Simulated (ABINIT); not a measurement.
Runs of ABINIT 10.8.3 (patched build) on Ag. It takes space group Fm-3m (No. 225, cubic). Conventional cell: a = 4.085 Å, b = 4.085 Å, c = 4.085 Å, α = 90.00°, β = 90.00°, γ = 90.00°. Ag (site symmetry m-3m) is surrounded by 12 Ag at 2.89 Å. 

```tsv
level	gap on the mesh (eV)	pressure (GPa)
RPBE	none	8.7
BLYP	none	12.0
revPBE	none	7.5
LDA	none	(a)
WC	none	-2.2
r2SCAN	none	1.1
AM05	none	(c)
SCAN	none	-0.9
PW91	none	(b)
PBEsol	none	-2.8
```

Alike in all rows: task band structure; potentials or basis JTH PAW PBE v2.0; no spin polarisation; cell as given; k mesh 11 × 11 × 11; cutoff (eV) 544; smearing fermi-dirac 0.05 eV.

Estimate the missing entries.

(a) -7.4; (b) 4.3; (c) -2.6.

Caveats: the PAW data sets were made with another functional, which shifts forces and pressure a little.

A k mesh can miss the band edges, and the runs leave out spin-orbit coupling on Ag.

A gap of «none» marks a metal or a gap under the smearing width.

Runs at the PBE level aren't shown here.
